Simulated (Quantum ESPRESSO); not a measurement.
## TaN in Quantum ESPRESSO: the effect of dispersion

TaN:

```
Ta N
1.0
     0.00000    2.21132    2.21132
     2.21132    0.00000    2.21132
     2.21132    2.21132    0.00000
Ta N
1 1
Direct
  0.50000 0.50000 0.50000
  0.00000 0.00000 0.00000
```

The cell comes from a database or a generator and needn't be the stable form of this composition.

Alike in all runs:

* Program: Quantum ESPRESSO 7.5
* Task: phonons
* Potentials or basis: JTH 2.0 PBE
* Cutoff: 707 eV
* Density cutoff: 4245 eV
* k mesh: 10 × 10 × 10
* Occupations: cold, width 0.2 eV
* Spin: no spin polarisation

Each run relaxes the cell or the atoms first.

| dispersion | functional | relaxed volume (Å³/atom) | highest phonon frequency (cm⁻¹) |
| --- | --- | --- | --- |
| none | PBE | 10.75 | 374 |
| D2 | PBE | 10.39 | 416 |
| D3(BJ) two-body | PBE | 10.52 | 401 |
| rVV10 | rPW86PBE | 11.02 | 373 |
| rev-vdW-DF2 | rev-vdW-DF2 | ? | ? |

**Question.** What does the run with dispersion rev-vdW-DF2 give?

**Answer.** Relaxed volume 10.62 Å³/atom; highest phonon frequency 396 cm⁻¹.

Caveats: pairwise dispersion overbinds metals, which lowers pressure and volume (some runs); the potentials were made for another functional, which shifts forces and pressure (some runs).
